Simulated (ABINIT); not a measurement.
Here is an ABINIT 10.8.3 (patched build) calculation.

run.abi

```
ndtset 2

pp_dirpath "./"
pseudos "Ge.GGA_PBE-JTH.xml"

acell 7.5601949712 7.5601949712 7.5601949712
rprim
     0.0000000000     0.7071067812     0.7071067812
     0.7071067812     0.0000000000     0.7071067812
     0.7071067812     0.7071067812     0.0000000000
ntypat 1
znucl 32
natom 2
typat 1 1
xred
     0.7500000000     0.7500000000     0.7500000000
     0.5000000000     0.5000000000     0.5000000000

ecut 20.0
pawecutdg 40.0

ixc 27

occopt 3
tsmear 0.00183747

nstep 100

iomode 3
prtwf 0
prteig 0
prtebands 0
enunit 2
prtden1 1

kptopt1 1
ngkpt1 8 8 8
nshiftk1 1
shiftk1 0.0 0.0 0.0
nband1 18
tolvrs1 1.0e-9

iscf2 -2
getden2 1
nband2 22
nbdbuf2 2
tolwfr2 1.0e-12
kptopt2 -9
ndivsm2 6
prteig2 1
prtvol2 -3
kptbounds2
     0.0000000000     0.0000000000     0.0000000000
     0.5000000000     0.0000000000     0.5000000000
     0.5000000000     0.2500000000     0.7500000000
     0.3750000000     0.3750000000     0.7500000000
     0.0000000000     0.0000000000     0.0000000000
     0.5000000000     0.5000000000     0.5000000000
     0.6250000000     0.2500000000     0.6250000000
     0.5000000000     0.2500000000     0.7500000000
     0.5000000000     0.5000000000     0.5000000000
     0.3750000000     0.3750000000     0.7500000000
```

Potentials or basis: JTH PAW PBE v2.0.

Run with:

```console
$ abinit run.abi > log 2>&1
```

**Question.** Estimate the band gap on the k mesh.

**Answer.** 0.10 eV, direct.

Levels at the corners of the path, in eV from the valence-band top:
```tsv
point	band 10	band 11	band 12	band 13	band 14	band 15	band 16	band 17	band 18	band 19
Γ	-25.48	-12.68	0.00	0.00	0.00	0.10	2.65	2.65	2.65	7.23
X	-25.43	-8.84	-8.84	-3.00	-3.00	1.11	1.11	9.55	9.55	11.92
W	-25.42	-8.75	-8.75	-3.75	-3.75	4.45	4.45	5.05	5.06	11.18
K	-25.42	-9.32	-8.25	-4.16	-2.57	1.49	4.32	7.38	7.45	8.49
Γ	-25.48	-12.68	0.00	0.00	0.00	0.10	2.65	2.65	2.65	7.23
L	-25.45	-10.63	-7.48	-1.38	-1.38	0.39	3.91	3.91	7.80	11.08
U	-25.42	-9.32	-8.25	-4.16	-2.57	1.49	4.32	7.38	7.45	8.49
W	-25.42	-8.75	-8.75	-3.75	-3.75	4.45	4.45	5.05	5.06	11.18
L	-25.45	-10.63	-7.48	-1.38	-1.38	0.39	3.91	3.91	7.80	11.08
K	-25.42	-9.32	-8.25	-4.16	-2.57	1.49	4.32	7.38	7.45	8.49
```

**The experiment to reproduce.**

From “Temperature-dependent photoluminescence in Ge: experiment and theory”, 2020, arxiv:2003.00143, for a bulk crystal of Ge at 0 K: band gap 0.744 eV (indirect).

Against the measured gap of Ge, 0.744 eV (indirect; 0 K; “Temperature-dependent photoluminescence in Ge: experiment and theory”, 2020, arxiv:2003.00143), the calculated 0.10 eV is off by -0.64 eV. 3 values of this kind are on record (0.666 to 0.807 eV); this one was drawn at random among those near their median. Spin-orbit coupling on Ge is left out. The value is that of HCTH407 on a finite k mesh, which can miss the band edges, without temperature or zero-point motion.
